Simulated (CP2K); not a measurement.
Runs of CP2K 2026.2 on KCl (Sylvite). Symmetry: Fm-3m, No. 225, cubic system. The conventional cell has a = 6.293 Å, b = 6.293 Å, c = 6.293 Å, α = 90.00°, β = 90.00°, γ = 90.00°. K (site symmetry m-3m) is surrounded by 6 Cl at 3.15 Å. Cl (site symmetry m-3m) is surrounded by 6 K at 3.15 Å. 

| task | level | potentials or basis | smearing | EPS_DEFAULT | NGRIDS | points a segment of the path (NPOINTS) | bands added on the path | CUTOFF of the grids | gap on the mesh (eV) | pressure (GPa) |
| --- | --- | --- | --- | --- | --- | --- | --- | --- | --- | --- |
| band structure | r2SCAN | POTENTIAL_UZH K GTH-SCAN-q9, Cl GTH-SCAN-q7; TZVP-MOLOPT-SCAN-GTH basis | fermi-dirac 0.05 eV | 1.0E-9 | 4 | 8 | 4 | 675 Ry | 5.82 | (a) |
| band structure | PBEsol | POTENTIAL_UZH K GTH-PBE-q9, Cl GTH-PBE-q7; TZVP-MOLOPT-PBE-GTH basis | fermi-dirac 0.05 eV | 1.0E-9 | 4 | 10 | 6 | 450 Ry | (c) | -0.3 |
| band structure | PBE | POTENTIAL_UZH K GTH-PBE-q9, Cl GTH-PBE-q7; TZVP-MOLOPT-PBE-GTH basis | fermi-dirac 0.0259 eV | 1.0E-9 | 4 | 6 | 4 | 450 Ry | 5.16 | 0.8 |
| band structure | LDA | GTH_POTENTIALS K GTH-PADE-q9, Cl GTH-PADE-q7; TZVP-MOLOPT-PBE-GTH basis | fermi-dirac 0.01 eV | 1.0E-10 | 5 | 6 | 4 | 450 Ry | 4.72 | (b) |
| band structure | TB-mBJ | POTENTIAL_UZH K GTH-PBE-q9, Cl GTH-PBE-q7; TZVP-MOLOPT-PBE-GTH basis | fermi-dirac 0.01 eV | 1.0E-9 | 4 | 10 | 6 | 675 Ry | 5.95 | - |

Alike in all rows: no spin polarisation; cell as given; k mesh 7 × 7 × 7.

Task: Estimate the missing entries.

Result: (a) 0.0; (b) -2.0; (c) 4.98.

Caveats: the basis of atomic orbitals isn't converged, which shifts pressures, moduli and gaps; the potentials were made for another functional, which shifts forces and pressure (some runs); this is a model potential without an energy functional, so only levels have meaning (some runs).

